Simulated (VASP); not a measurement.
A run of VASP 6.6.1 is set up as follows.

POSCAR

```
NaI
1.0
    0.0000000000      3.5431916648      3.5431916648
    3.5431916648      0.0000000000      3.5431916648
    3.5431916648      3.5431916648      0.0000000000
Na I
1 1
Direct
    0.0000000000      0.0000000000      0.0000000000
    0.2500000000      0.2500000000      0.2500000000
```

Contents of INCAR.step1:

```
SYSTEM = NaI
PREC = Accurate
ENCUT = 520
ISMEAR = 0
SIGMA = 0.01
LREAL = .False.
LASPH = .True.
NELM = 100
NBANDS = 14
GGA = PE
ALGO = Normal
EDIFF = 1E-4
LWAVE = .True.
LCHARG = .False.
```

File INCAR.step2:

```
SYSTEM = NaI
PREC = Accurate
ENCUT = 520
EDIFF = 1E-7
ISMEAR = 0
SIGMA = 0.01
LREAL = .False.
LASPH = .True.
NELM = 100
ALGO = Normal
ISIF = 2
LWAVE = .False.
LCHARG = .False.
METAGGA = R2SCAN
LMIXTAU = .True.
NBANDS = 14
ISTART = 1
```

File KPOINTS:

```
regular mesh
0
Gamma
  2 2 2
  0 0 0
```

Potentials or basis: VASP PAW PBE potentials, release 64 (Na_pv, I).

Run with:

```bash
$ cat potpaw_PBE.64/Na_pv/POTCAR potpaw_PBE.64/I/POTCAR > POTCAR
$ cp INCAR.step1 INCAR
$ mpirun -np 1 vasp_std > vasp.out
$ cp INCAR.step2 INCAR
$ mpirun -np 1 vasp_std > vasp.out
```

Question: Predict the band gap on the k mesh.

Answer: 4.39 eV, direct.

Question: Predict the pressure.

Answer: 0.7 GPa.

Caveat: the k mesh is coarse (spacing up to 0.77 Å⁻¹), so the values aren't converged; the PAW data sets were made with another functional, which shifts forces and pressure a little; spin-orbit coupling is left out, which moves the levels of the heavy elements. r2SCAN opens gaps a little over a GGA but as a rule still falls short of measured ones.
